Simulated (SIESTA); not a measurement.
Wanted: the native input for a SIESTA 5.4.2 run.

| Quantity | Value |
| --- | --- |
| Task | band structure |
| Functional | PBEsol |
| Potentials or basis | PseudoDojo 0.4 standard (PBEsol files) |
| Basis | DZP (energy shift 0.003 Ry; two zetas on semicore shells) |
| Grid cutoff | 800 Ry |
| Energy shift | 0.003 Ry |
| k mesh | 10 × 10 × 6 |
| Occupations | fermi-dirac, width 0.05 eV |
| Spin | no spin polarisation |

Ti:

```
CELL_PARAMETERS angstrom
2.95000 0.00000 0.00000
-1.47500 2.55477 0.00000
0.00000 0.00000 4.68000
ATOMIC_POSITIONS crystal
Ti 0.66667 0.33333 0.75000
Ti 0.33333 0.66667 0.25000
```

These files were run (other wordings do the same):

Ti.fdf

```
SystemName                      Titanium
SystemLabel                     Ti
NumberOfSpecies                 1
NumberOfAtoms                   2
%block ChemicalSpeciesLabel
  1  22 Ti
%endblock ChemicalSpeciesLabel

LatticeConstant                 1.0 Ang
%block LatticeVectors
     2.9500000000     0.0000000000     0.0000000000
    -1.4750000000     2.5547749412     0.0000000000
     0.0000000000     0.0000000000     4.6800000000
%endblock LatticeVectors
AtomicCoordinatesFormat         Fractional
%block AtomicCoordinatesAndAtomicSpecies
     0.6666666667     0.3333333333     0.7500000000  1  Ti
     0.3333333333     0.6666666667     0.2500000000  1  Ti
%endblock AtomicCoordinatesAndAtomicSpecies

%block kgrid.MonkhorstPack
   10   0   0  0.0
    0  10   0  0.0
    0   0   6  0.0
%endblock kgrid.MonkhorstPack
XC.Functional                   GGA
XC.Authors                      PBEsol
PAO.BasisSize                   DZP
PAO.EnergyShift                 0.003 Ry
Mesh.Cutoff                     800 Ry
OccupationFunction              FD
ElectronicTemperature           0.05 eV
MaxSCFIterations                120
SCF.MustConverge                false
SCF.Mixer.Method                Pulay
SCF.Mixer.Weight                0.25
SCF.Mixer.History               8
SCF.DM.Tolerance                5.0e-05
SCF.H.Tolerance                 1.0e-03 eV
WriteForces                     true
Charge.Mulliken                 end
BandLinesScale                  ReciprocalLatticeVectors
%block BandLines
    1    0.000000   0.000000   0.000000  \Gamma
   11    0.500000   0.000000   0.000000  M
    7    0.333333   0.333333   0.000000  K
   13    0.000000   0.000000   0.000000  \Gamma
    6    0.000000   0.000000   0.500000  A
   11    0.500000   0.000000   0.500000  L
    7    0.333333   0.333333   0.500000  H
   13    0.000000   0.000000   0.500000  A
    1    0.500000   0.000000   0.500000  L
    6    0.500000   0.000000   0.000000  M
    1    0.333333   0.333333   0.000000  K
    6    0.333333   0.333333   0.500000  H
%endblock BandLines
%block PAO.Basis
  Ti 5
  n=3 0 2
    3.151 0.000
  n=4 0 2
    8.703 0.000
  n=3 1 2
    3.568 0.000
  n=4 1 1
    8.703
  n=3 2 2
    6.267 0.000
%endblock PAO.Basis
```

Potentials or basis: PseudoDojo 0.4 standard (PBEsol files), DZP (energy shift 0.003 Ry; two zetas on semicore shells).

Run with:

```console
$ siesta < Ti.fdf > Ti.out 2>&1
```

It gave:

```json
{
  "Pressure": "-5.5 GPa",
  "Band gap on the k mesh": "none (metal or under the smearing width)"
}
```

Caveat: the basis of atomic orbitals isn't converged, which shifts pressures, moduli and gaps.

It took 56 s on 1 thread of Arm Neoverse V2, with other jobs on the host, peak memory 0.33 GiB.
